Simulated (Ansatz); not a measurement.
# C: the band gap up the ladder of functionals

An exercise on one series of results from a longer session: the logs are not shown, and one member is left open.

Code: Ansatz 0.2.0. PAW datasets, plane waves. Calculated at 0 K for a non-magnetic cell.

**The structure to begin with**

The cell was relaxed beforehand with r2SCAN.

The symmetry is Fd-3m (No. 227, cubic); conventional cell a = 3.560 Å, 5.64 Å³ an atom. C has 4 C at 1.54 Å.

Structure file:

```
CELL_PARAMETERS angstrom
0.00000 1.78012 1.78012
1.78012 0.00000 1.78012
1.78012 1.78012 0.00000
ATOMIC_POSITIONS crystal
C 0.00000 0.00000 0.00000
C 0.25000 0.25000 0.25000
```

The first run:

Input file input.yaml:

```yaml
crystal:
  lattice:
    - [0.0, 1.7801243542, 1.7801243542]
    - [1.7801243542, 0.0, 1.7801243542]
    - [1.7801243542, 1.7801243542, 0.0]
  atoms:
    - { symbol: C, position: [0.0, 0.0, 0.0] }
    - { symbol: C, position: [0.25, 0.25, 0.25] }
kpoints:
  mp_grid: { grid: [12, 12, 12] }
  band_path:
    path:
      - [[0.0, 0.0, 0.0], [0.5, 7.155921467996e-35, 0.5], [0.625, 0.25, 0.625]]
      - [[0.375, 0.375, 0.75], [0.0, 0.0, 0.0], [0.5, 0.5, 0.5], [0.5, 0.25, 0.75], [0.5, 7.155921467996e-35, 0.5]]
    npoints: 10
hamiltonian:
  xc: pbe
scf:
  occupations: { method: fermi_dirac, width: 0.02 }
  n_extra_bands: 4
output:
  forces: true
  stress: true
  eigenvalues: true
  write_density: true
  write_potential: true
  elf: true
  volumetric_format: npy
```

Run with:

```console
$ ansatz run input.yaml --threads 1 --pin off --max-ram 2304MiB --backend cpu --events-out ev --progress --plain --runs-dir out
```

Steps of the session up to this table: PBE bands along the symmetry lines; Single point with r2SCAN; Single point with HSE06; PBE0 at the same geometry; Single point with LDA; One-shot GW from PBE; DDH-PBE0; r2SCAN0 at the same geometry; LC-ωPBE at the same geometry.

One table of the session follows, with a row left open; its other results are not shown here.

| level | gap (eV) |
| --- | --- |
| PBE | 4.15 |
| r2SCAN | 4.37 |
| HSE06 | 5.30 |
| PBE0 | 6.05 |
| LDA | ? |
| G0W0@PBE (33 empty bands) | 5.39 |
| G0W0@PBE (83 empty bands) | 5.54 |
| DDH-PBE0 | 5.45 |
| r2SCAN0 | 6.15 |
| LC-ωPBE | 10.64 |

Estimate the missing values for LDA.

**Answer.** gap (eV): 4.12. In the column «gap (eV)» it is the lowest.

Meshes: PBE 12×12×12, r2SCAN 12×12×12, HSE06 8×8×8, PBE0 8×8×8, LDA 12×12×12, DDH-PBE0 8×8×8, r2SCAN0 8×8×8, LC-ωPBE 8×8×8.

PBE reaches 75 % of the G0W0@PBE value, and r2SCAN 79 %. PBE0 lies 0.75 eV above HSE06, which differs from it by screening the long-range exchange. No extrapolation in bands, cutoff or mesh was made for G0W0.

Limits of these values: Warnings in the runs' records: stress exchange threshold loose, stress scf threshold loose.
